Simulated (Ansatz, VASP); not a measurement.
## Pt: VASP beside Ansatz

Contents of INCAR:

```
SYSTEM = Pt
  ALGO = Normal
  EDIFF = 1E-6
  ENCUT = 520
  ISIF = 2
  ISMEAR = -1
  LASPH = .TRUE.
  LCHARG = .FALSE.
  LREAL = .FALSE.
  LWAVE = .FALSE.
  NBANDS = 11
  NELM = 60
  PREC = Accurate
  SIGMA = 0.05
```

The input KPOINTS:

```
k-points
0
G
  12 12 12
  0 0 0
```

File POSCAR:

```
Pt
1.0
   -1.5947118289      1.5947118289      1.5947118289
    1.5947118289     -1.5947118289      1.5947118289
    1.5947118289      1.5947118289     -1.5947118289
Pt
1
Direct
    0.0000000000      0.0000000000      0.0000000000
```

Contents of input.yaml:

```yaml
crystal:
  lattice:
    - [-1.5947118289, 1.5947118289, 1.5947118289]
    - [1.5947118289, -1.5947118289, 1.5947118289]
    - [1.5947118289, 1.5947118289, -1.5947118289]
  atoms:
    - { symbol: Pt, position: [0.0, 0.0, 0.0] }
kpoints:
  mp_grid: { grid: [12, 12, 12] }
scf:
  occupations: { method: fermi_dirac, width: 0.05 }
hamiltonian:
  xc: lda
  pseudopotentials: { kind: all_electron, lapw: { basis_error: 0.001 } }
output:
  forces: true
  stress: true
  eigenvalues: true
```

Change from the starting cell: volume scaled by 1.02.

Alike in both runs: task single point; functional LDA; k mesh 12 × 12 × 12; occupations fermi-dirac, width 0.05 eV; no spin polarisation.

|  | VASP | Ansatz |
| --- | --- | --- |
| version | VASP 6.6.1 | Ansatz 0.2.0 |
| potentials or method | VASP PAW LDA potentials, release 64 (Pt) | all-electron LAPW, scalar-relativistic |
| plane-wave cutoff (eV) | 520 | see its input |

Ansatz gave:

| Property | Result |
| --- | --- |
| gap on the k mesh at the Fermi level (eV) | none |
| pressure (GPa) | -20.0 |

Estimate VASP's values.

gap on the k mesh at the Fermi level (eV): none; pressure (GPa): -19.5.

A gap of «none» marks a metal or a gap that the smearing closes. Ansatz ran all-electron here, so the differences hold the error of VASP's frozen core and of both bases.

Caveats: so large a pressure means that the cell lies far from this level's equilibrium, or that cutoff or potentials fall short (VASP). The runs have no spin-orbit coupling, so splittings on Pt are missing.
